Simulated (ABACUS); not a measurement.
Runs of ABACUS 3.10.1 on NaI. It takes space group Fm-3m (No. 225, cubic). Conventional cell: a = 6.473 Å, b = 6.473 Å, c = 6.473 Å, α = 90.00°, β = 90.00°, γ = 90.00°. I (site symmetry m-3m) has 6 Na at 3.24 Å as nearest neighbours. Around Na (site symmetry m-3m) lie 6 I at 3.24 Å. 

```csv
task,level,potentials or basis,k mesh,cutoff (eV),radial cutoff of the potentials (pseudo_rcut),threshold of the eigensolver,path,points for each segment of the path,SCF threshold on the density,mesh quality,gap on the mesh (eV),pressure (GPa),V0 of scaled cells (Å³/atom),B0 (GPa)
single point,PBE,"GBRV ultrasoft 1.5 PBE, plane waves",5 × 5 × 5,544,10 bohr,-,-,-,1e-08,not flagged,3.64,0.5,-,-
single point,LDA,"PseudoDojo NC SR 0.4.1 LDA stringent, plane waves",6 × 6 × 6,1211,10 bohr,-,-,-,1e-08,not flagged,(d),-1.7,-,-
equation of state,PBE,"PseudoDojo NC SR 0.4.1 PBE standard, plane waves",7 × 7 × 7,1211,10 bohr,-,-,-,1e-08,not flagged,-,-,34.81,15
equation of state,PBE,"PseudoDojo NC SR 0.4.1 PBE standard, TZDP LCAO (the cutoffs set its grid)",7 × 7 × 7,1361,10 bohr,-,-,-,1e-07,not flagged,-,-,34.88,15
equation of state,PBE,"PseudoDojo NC SR 0.4.1 PBE standard, DZP LCAO (the cutoffs set its grid)",7 × 7 × 7,1361,10 bohr,-,-,-,1e-07,not flagged,-,-,(a),16
single point,PBE,"Ansatz NC PBE, plane waves",5 × 5 × 5,1211,7 bohr,-,-,-,1e-08,not flagged,3.64,0.4,-,-
equation of state,PBEsol,"PseudoDojo NC SR 0.4.1 PBEsol standard, plane waves",7 × 7 × 7,1211,7 bohr,-,-,-,1e-08,not flagged,-,-,(b),(c)
single point,r2SCAN,"SG15 ONCV 1.2 PBE, plane waves",4 × 4 × 4,1401,10 bohr,-,-,-,1e-08,coarse,4.41,-0.4,-,-
single point,PBE,"PseudoDojo NC SR 0.5 PBE standard, TZDP LCAO (the cutoffs set its grid)",6 × 6 × 6,1361,10 bohr,-,-,-,1e-07,not flagged,3.64,0.5,-,-
single point,PBE,"PseudoDojo NC SR 0.4.1 PBE standard, DZP LCAO (the cutoffs set its grid)",7 × 7 × 7,1361,10 bohr,-,-,-,1e-07,not flagged,3.73,0.5,-,-
single point,PBE,"PseudoDojo NC SR 0.4.1 PBE standard, plane waves",5 × 5 × 5,1211,7 bohr,-,-,-,1e-08,not flagged,3.64,0.4,-,-
```

Alike in all rows: no spin polarisation; cell as given; smearing fermi-dirac 0.05 eV.

Q: Fill in the values left out.

A: (a) 34.85; (b) 32.82; (c) 17; (d) 3.33.

Caveats: some runs use coarse meshes; spin-orbit coupling is left out, which moves the levels of the heavy elements (some runs); an odd mesh through Γ misses points on the zone boundary, where band edges often lie (some runs); the atomic orbitals were generated for these runs and aren't a published set (some runs); the basis of atomic orbitals isn't converged, which shifts pressures, moduli and gaps (some runs); the potentials were made for another functional, which shifts forces and pressure (some runs).

A k mesh can miss the band edges, and the runs leave out spin-orbit coupling on I.

Not every run made on this cell is shown here.
